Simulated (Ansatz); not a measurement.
PtS₂ (fluorite), relaxed with r2SCAN: 3 runs in the PAW code Ansatz, each a construction of maximally localised Wannier functions. Space group Fm-3m (No. 225), cubic; conventional cell a = 5.952 Å, 17.57 Å³ an atom. Around Pt lie 8 S at 2.58 Å; around S lie 4 Pt at 2.58 Å. The structure was generated, not taken from experiment, and needn't be the ground state; spin polarisation is off.

```
CELL_PARAMETERS angstrom
0.00000 2.97579 2.97579
2.97579 0.00000 2.97579
2.97579 2.97579 0.00000
ATOMIC_POSITIONS crystal
Pt 0.00000 0.00000 0.00000
S 0.25000 0.25000 0.25000
S 0.75000 0.75000 0.75000
```

Windows count from the Fermi level (the cell has no gap); a dash means that no such window was set (without an outer window there is no disentanglement). Rows marked drawn have settings drawn at random (some not listed).

```tsv
functional	SCF mesh	trial orbitals	functions	mesh	window (eV)	frozen (eV)	settings	Ω total (Å²)	Ω invariant (Å²)	largest spread (Å²)	least projectability	interpolation miss of the model's filled bands (eV, to the nearest computed level)
PBE	6×6×6	Pt d, S p	11	6×6×6	–	–	chosen	16.91	16.05	1.82	0.54	0.014
r2SCAN	6×6×6	Pt d, S p	11	6×6×6	–	–	chosen	16.65	15.83	1.79	0.55	0.011
PBE	6×6×6	S s, S p, Pt s, Pt p	12	6×6×6	-22.7 to +15.3	–	drawn	19.94	16.78	3.09	0.58	1.679
```

1 of the rows take their functions from a window without a frozen part or with a poor projection: such a subspace needn't follow the bands named, so its spread can't be set beside the others.

A dash in the last column means that the miss wasn't evaluated.

Spin-orbit coupling is left out.
